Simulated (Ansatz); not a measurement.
A run of Ansatz 0.2.0 is set up as follows.

File input.yaml:

```yaml
crystal:
  lattice:
    - [0.0, 2.7940632177, 2.7940632177]
    - [2.7940632177, 0.0, 2.7940632177]
    - [2.7940632177, 2.7940632177, 0.0]
  atoms:
    - { symbol: Cl, position: [0.5, 0.5, 0.5] }
    - { symbol: Na, position: [0.0, 0.0, 0.0] }
hamiltonian:
  xc: lda
  pseudopotentials: { kind: paw }
kpoints:
  mp_grid: { grid: [6, 6, 6] }
scf:
  occupations: { method: fixed }
phonons:
  method: dfpt
  dielectric: true
  rigid_motions: translations
  qmesh: [2, 2, 2]
  temperatures: { t_max: 1000, t_step: 100 }
  qpath:
    path:
      - [[0.0, 0.0, 0.0], [0.5, 0.0, 0.5], [0.5, 0.25, 0.75], [0.375, 0.375, 0.75], [0.0, 0.0, 0.0], [0.5, 0.5, 0.5], [0.625, 0.25, 0.625], [0.5, 0.25, 0.75], [0.5, 0.5, 0.5], [0.375, 0.375, 0.75]]
      - [[0.625, 0.25, 0.625], [0.5, 0.0, 0.5]]
    npoints: 8
```

Potentials or basis: Ansatz PAW.

Command:

```bash
$ ansatz run input.yaml --threads 2 --pin off --max-ram 5632MiB --backend cpu --events-out ev --progress --plain --runs-dir out
```

**Question.** What does it give for the electronic dielectric tensor (diagonal)?

**Answer.** 2.61.

**Question.** Predict the Born charges (mean of the diagonal).

**Answer.** Cl -1.09; Na +1.09 e.

**Question.** Estimate the band gap on the k mesh.

**Answer.** 4.80 eV, direct.

**Question.** Predict the highest phonon frequency, LO-TO splitting left out.

**Answer.** 212 cm⁻¹.

**Question.** Predict the static dielectric tensor (diagonal).

**Answer.** 6.45.

Electronic dielectric tensor:
```
2.61 0.00 0.00
0.00 2.61 0.00
0.00 0.00 2.61
```

Caveat: the q mesh is small, so phonon branches between its points and thermal values are rough.

**The experiment to reproduce.**

A printed reference work, textbook reports, for a bulk crystal of NaCl at 80 K: high-frequency dielectric constant 2.34.

Against the measured high-frequency dielectric constant of NaCl, 2.34 (80 K; a printed reference work, textbook), the calculated 2.61 is off by +11.6 %.
